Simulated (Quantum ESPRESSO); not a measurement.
ZrC: zone-centre phonons under several settings

```xyz
2
Lattice="0.0000 2.3650 2.3650 2.3650 0.0000 2.3650 2.3650 2.3650 0.0000" Properties=species:S:1:pos:R:3 pbc="T T T"
Zr    2.3650    2.3650    2.3650
C     0.0000    0.0000    0.0000
```

All runs used Quantum ESPRESSO 7.5; potentials GBRV 1.5 LDA; k mesh 10 × 10 × 10; no spin polarisation; cutoff 612 eV; occupations cold, width 0.2 eV.

```csv
level,geometry,volume (Å³/atom),pressure (GPa),lowest optical mode without the field (cm⁻¹)
LDA,relaxed at 0 GPa,?,0.0,?
LDA,relaxed at 5 GPa,12.26,5.0,478
LDA,relaxed at 10 GPa,12.04,10.0,495
LDA,relaxed at 20 GPa,11.65,19.9,525
LDA,relaxed at 40 GPa,11.02,39.9,572
```

Question: What stands in the row left open?

Answer: Volume 12.50 Å³/atom; lowest optical mode without the field 459 cm⁻¹.

Caveats: the cell is more than 3 GPa from zero pressure, which shifts response properties (some runs); the volume moved by over 15 % at a fixed basis, so the end points are rough (some runs).
